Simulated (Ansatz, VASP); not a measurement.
**Sb: VASP beside Ansatz**

```
CELL_PARAMETERS angstrom
3.47007 0.00000 0.00000
-1.73504 3.00517 0.00000
0.00000 0.00000 5.33000
ATOMIC_POSITIONS crystal
Sb 0.33333 0.66667 0.25000
Sb 0.66667 0.33333 0.75000
```

Change from the starting cell: equal xx and yy strain of +3 %.

Alike in both runs: task single point; functional PBEsol; k mesh 12 × 12 × 7; occupations fermi-dirac, width 0.05 eV; no spin polarisation.

```csv
,VASP,Ansatz
version,VASP 6.6.1,Ansatz 0.2.0
potentials or method,"VASP PAW PBE potentials, release 64 (Sb), cutoff 520 eV","all-electron LAPW, scalar-relativistic"
```

VASP gave:

- pressure (GPa): -3.7
- largest component of the traceless stress (GPa): 0.07

Question: Estimate Ansatz's values.

Answer: Pressure (GPa): -3.7; largest component of the traceless stress (GPa): 0.06.

Ansatz ran all-electron here, so the differences hold the error of VASP's frozen core and of both bases.

Caveats: the PAW data sets were made with another functional, which shifts forces and pressure a little (VASP). Spin-orbit coupling is left out, which matters for the levels of Sb.
